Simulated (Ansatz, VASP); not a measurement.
## One calculation of Al3GaN4, two programs

```xyz
8
Lattice="4.4070 0.0000 0.0000 0.0000 4.4070 0.0000 0.0000 0.0000 4.4070" Properties=species:S:1:pos:R:3 pbc="T T T"
Al    2.2035    2.2035    0.0000
Al    2.2035    0.0000    2.2035
Al    0.0000    2.2035    2.2035
Ga    0.0000    0.0000    0.0000
N     3.2819    3.2819    1.1251
N     3.2819    1.1251    3.2819
N     1.1251    3.2819    3.2819
N     1.1251    1.1251    1.1251
```

Alike in both runs: functional PBEsol; k mesh 6 × 6 × 6; occupations gaussian, width 0.02 eV; no spin polarisation.

Ansatz relaxed the structure, and its values are those at the end. VASP's run is a single point on that final structure, the one shown.

|  | VASP | Ansatz |
| --- | --- | --- |
| version | VASP 6.6.1 | Ansatz 0.2.0 |
| potentials or method | VASP PAW PBE potentials, release 64 (Al, Ga_d, N) | scalar-relativistic, plane waves, PAW |
| plane-wave cutoff (eV) | 520 | 420 |
| valence electrons in the cell | 42 | 42 |

|  | VASP | Ansatz | Ansatz less VASP |
| --- | --- | --- | --- |
| gap on the k mesh at the Fermi level (eV) | 3.32 | 3.32 | +0.005 |
| least direct gap on the mesh (eV) | 3.32 | 3.32 | +0.005 |
| pressure (GPa) | -0.1 | 0.0 | +0.08 |
| rms of the force components (eV/Å) | 0.003 | 0.000 | -0.0032 |

Caveats: the PAW data sets were made with another functional, which shifts forces and pressure a little (VASP). A k mesh can miss the band edges. PBEsol gaps usually lie below the measured ones, often by a third to a half.
